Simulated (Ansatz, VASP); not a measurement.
Two plane-wave programs on Fe

```
Fe
1.0
     2.43416    0.00000    0.00000
    -1.21708    2.10804    0.00000
     0.00000    0.00000    3.84193
Fe
2
Cartesian
  0.0000 1.4054 0.9605
  1.2171 0.7027 2.8815
```

Alike in both runs: task electric field gradients; functional PBEsol; k mesh 17 × 17 × 10; occupations fermi-dirac, width 0.08 eV; no spin polarisation.

|  | VASP | Ansatz |
| --- | --- | --- |
| version | VASP 6.6.1 | Ansatz 0.2.0 |
| potentials or method | VASP PAW PBE potentials, release 64 (Fe) | PAW with Ansatz's default frozen-core files, scalar-relativistic |
| plane-wave cutoff (eV) | 520 | 420 |
| valence electrons in the cell | 16 | 32 |

Ansatz gave:

- pressure (GPa): -1.2
- largest component of the traceless stress (GPa): 0.64
- Vzz of the field gradient on the site that differs most (V/Å²): -4.3

Problem. What did VASP give for the same quantities?

Solution. Pressure (GPa): -1.6; largest component of the traceless stress (GPa): 0.50; Vzz of the field gradient on the site that differs most (V/Å²): -8.2.

The two sets of potentials don't hold the same shells in valence.

Caveats: the PAW data sets were made with another functional, which shifts forces and pressure a little (VASP); the run has no spin polarisation, though such a crystal can be magnetic. Spin polarisation is off, so any magnetic state and its effect on volume and gap are missing.
